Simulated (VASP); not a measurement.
# Ir: intraband terms of a metal's spectrum

Ir, Fm-3m (no. 225), 1 atom in the cell. PBE, independent-particle dielectric function; PAW potentials Ir (PBE set).

## Input

INCAR.step1:
```
  PREC = Accurate
  ENCUT = 250
  ISMEAR = 1
  SIGMA = 0.1
  EDIFF = 1E-7
  LASPH = True
  KPAR = 4
  LWAVE = False
  LCHARG = True
  LMAXMIX = 4
```

INCAR.step2:
```
  PREC = Accurate
  ENCUT = 250
  ISMEAR = 0
  SIGMA = 0.3
  EDIFF = 1E-6
  LASPH = True
  KPAR = 4
  LWAVE = True
  LCHARG = False
  LMAXMIX = 4
  ICHARG = 11
  NBANDS = 18
  NEDOS = 3000
  OMEGAMAX = 30
  CSHIFT = 0.1
```

INCAR.step3, as INCAR.step2 but for:
```
- LWAVE = True
+ LWAVE = False
+ LOPTICS = True
+ ALGO = None
+ NELM = 1
+ ISTART = 1
```

INCAR.step4, as INCAR.step3 but for:
```
+ WPLASMAI = 0.03
```

INCAR.step5 to INCAR.step6 change the same tag again: WPLASMAI = 0.1, 0.3.

INCAR.step7, as INCAR.step6 but for:
```
- WPLASMAI = 0.3
+ RTIME = 5
```

INCAR.step8, as INCAR.step7 but for:
```
- RTIME = 5
+ RTIME = 1
```

INCAR.step9, as INCAR.step8 but for:
```
- RTIME = 1
+ LNABLA = True
```

INCAR.step10, as INCAR.step9 but for:
```
- ISMEAR = 0
- LNABLA = True
+ ISMEAR = -5
```

KPOINTS.step1:
```
k-points
0
Gamma
  12 12 12
```

KPOINTS.step2:
```
k-points
0
Gamma
  24 24 24
```

POSCAR:
```
Ir
1.0
    0.0000000000      1.9156000000      1.9156000000
    1.9156000000      0.0000000000      1.9156000000
    1.9156000000      1.9156000000      0.0000000000
Ir
1
Direct
    0.0000000000      0.0000000000      0.0000000000
```

Commands (each step's output is kept before the next begins):
```
cat potpaw_PBE.64/Ir/POTCAR > POTCAR
cp INCAR.step1 INCAR
cp KPOINTS.step1 KPOINTS
mpirun -np 4 vasp_std > vasp.out
cp INCAR.step2 INCAR
cp KPOINTS.step2 KPOINTS
mpirun -np 4 vasp_std > vasp.out
cp INCAR.step3 INCAR
mpirun -np 4 vasp_std > vasp.out
cp INCAR.step4 INCAR
mpirun -np 4 vasp_std > vasp.out
cp INCAR.step5 INCAR
mpirun -np 4 vasp_std > vasp.out
cp INCAR.step6 INCAR
mpirun -np 4 vasp_std > vasp.out
cp INCAR.step7 INCAR
mpirun -np 4 vasp_std > vasp.out
cp INCAR.step8 INCAR
mpirun -np 4 vasp_std > vasp.out
cp INCAR.step9 INCAR
mpirun -np 4 vasp_std > vasp.out
cp INCAR.step10 INCAR
mpirun -np 4 vasp_std > vasp.out
```

## Result

- Bands: 18

One ground state, settings moved in the last step alone:

| Settings | Plasma frequency (eV) | Im ε at 0.5 eV | Im ε at 1 eV | Im ε at 2 eV | Im ε at 4 eV | Time (s) |
|---|---|---|---|---|---|---|
| interband part alone | 10.66 | 44.2 | 39.7 | 32.8 | 13.7 | 14 |
| Drude term, WPLASMAI 0.03 | 10.66 | 71.4 | 43.1 | 33.2 | 13.8 | 14 |
| Drude term, WPLASMAI 0.1 | 10.66 | 131.6 | 51.0 | 34.2 | 13.9 | 13 |
| Drude term, WPLASMAI 0.3 | 10.66 | 244.6 | 71.0 | 37.0 | 14.2 | 13 |
| relaxation time RTIME 5 fs | 10.66 | 156.1 | 54.4 | 34.7 | 13.9 | 13 |
| relaxation time RTIME 1 fs | 10.66 | 263.0 | 91.9 | 41.2 | 14.8 | 12 |
| transversal form (LNABLA) | 9.39 | 35.3 | 32.5 | 27.1 | 12.0 | 13 |
| tetrahedron method | – | – | – | – | – | no result |

Limits: Spin-orbit coupling is left out, which can matter with atoms this heavy.

VASP 6.6.1 took 108 s on 4 cores (Intel Xeon Platinum 8259CL @ 2.50GHz (Skylake/Cascade Lake)), a shared host.
